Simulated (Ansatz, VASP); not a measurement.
# One calculation of Ir, two programs

```
Ir
1.0
     0.00000    1.97729    1.91970
     1.97729    0.00000    1.91970
     1.97729    1.97729    0.00000
Ir
1
Direct
  0.00000 0.00000 0.00000
```

Change from the starting cell: equal xx and yy strain of +3 %.

Alike in both runs: task single point; functional PBEsol; k mesh 15 × 15 × 15; occupations fermi-dirac, width 0.05 eV; no spin polarisation.

```csv
,VASP,Ansatz
version,VASP 6.6.1,Ansatz 0.2.0
potentials or method,"VASP PAW PBE potentials, release 64 (Ir), cutoff 520 eV","all-electron LAPW, scalar-relativistic"
```

VASP gave:

| Item | Value |
| --- | --- |
| pressure (GPa) | -21.0 |
| largest component of the traceless stress (GPa) | 6.31 |

Question: Estimate Ansatz's values.

Answer: Pressure (GPa): -21.6; largest component of the traceless stress (GPa): 6.34.

Ansatz ran all-electron here, so the differences hold the error of VASP's frozen core and of both bases.

Caveats: so large a pressure means that the cell lies far from this level's equilibrium, or that cutoff or potentials fall short (VASP); the potentials were made for another functional, which shifts forces and pressure (VASP). Spin-orbit coupling is left out, which matters for the levels of Ir.
